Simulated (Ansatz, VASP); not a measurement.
# Two plane-wave programs on PtSe2

```
Pt Se
1.0
     3.76445    0.00000    0.00000
    -1.88222    3.26011    0.00000
     0.00000    0.00000    4.86530
Pt Se
1 2
Direct
  0.00000 0.00000 0.00000
  0.33333 0.66667 0.26444
  0.66667 0.33333 0.73556
```

Alike in both runs: functional PBE; dispersion D3(BJ); k mesh 6 × 6 × 4; occupations gaussian, width 0.1 eV; no spin polarisation.

Ansatz relaxed the structure, and its values are those at the end. VASP's run is a single point on that final structure, the one shown.

|  | VASP | Ansatz |
| --- | --- | --- |
| version | VASP 6.6.1 | Ansatz 0.2.0 |
| potentials or method | VASP PAW PBE potentials, release 64 (Pt, Se) | scalar-relativistic, plane waves, PAW |
| plane-wave cutoff (eV) | 520 | 420 |
| valence electrons in the cell | 22 | 50 |

Ansatz gave:

| Quantity | Value |
| --- | --- |
| gap on the k mesh at the Fermi level (eV) | none |
| pressure (GPa) | 0.0 |
| rms of the force components (eV/Å) | 0.003 |

Task: What did VASP give for the same quantities?

Result: gap on the k mesh at the Fermi level (eV): none; pressure (GPa): -0.1; rms of the force components (eV/Å): 0.006.

A gap of «none» marks a metal or a gap that the smearing closes. The two sets of potentials don't hold the same shells in valence.

Caveats: pairwise dispersion overbinds metals, which lowers pressure and volume. Spin-orbit coupling is left out, which matters for the levels of Pt.
